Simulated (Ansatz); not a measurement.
# KCl: band structure with LDA

The system is KCl.

```
CELL_PARAMETERS angstrom
3.83920 0.00000 0.00000
0.00000 3.83920 0.00000
0.00000 0.00000 3.83920
ATOMIC_POSITIONS crystal
K 0.00000 0.00000 0.00000
Cl 0.50000 0.50000 0.50000
```

Measurements of this composition are mostly on another form, of space group No. 225.

```
Program             : Ansatz 0.2.0
Task                : band structure
Functional          : LDA
Potentials or basis : all-electron LAPW, scalar-relativistic
Cutoff              : 125 eV (chosen from the basis error)
Basis error allowed : 0.001 eV/atom
k mesh              : 7 × 7 × 7
Occupations         : fermi-dirac, width 0.05 eV
Spin                : no spin polarisation
```

```yaml
Pressure: -3.1 GPa
Band_gap_on_the_k_mesh: 4.39 eV, indirect (least direct gap 4.57 eV)
Band_gap_along_the_path: 4.36 eV, indirect (least direct gap 4.57 eV)
```

Levels at the corners of the path, in eV from the valence-band top:
```tsv
point	band 8	band 9	band 10	band 11	band 12	band 13	band 14	band 15
Γ	-11.30	-0.21	-0.21	-0.21	4.36	6.24	6.24	10.41
X	-11.16	-1.85	-0.22	-0.22	7.30	7.60	7.90	9.78
M	-11.24	-1.24	-1.24	0.00	5.80	6.97	8.68	8.68
Γ	-11.30	-0.21	-0.21	-0.21	4.36	6.24	6.24	10.41
R	-11.48	-1.37	-1.37	-1.37	8.40	8.40	8.40	9.64
X	-11.16	-1.85	-0.22	-0.22	7.30	7.60	7.90	9.78
```

It took 4.7 s on 1 thread of Arm Neoverse V1, with other jobs on the host, peak memory 0.22 GiB.

As with any semilocal functional, this LDA gap is likely too small.
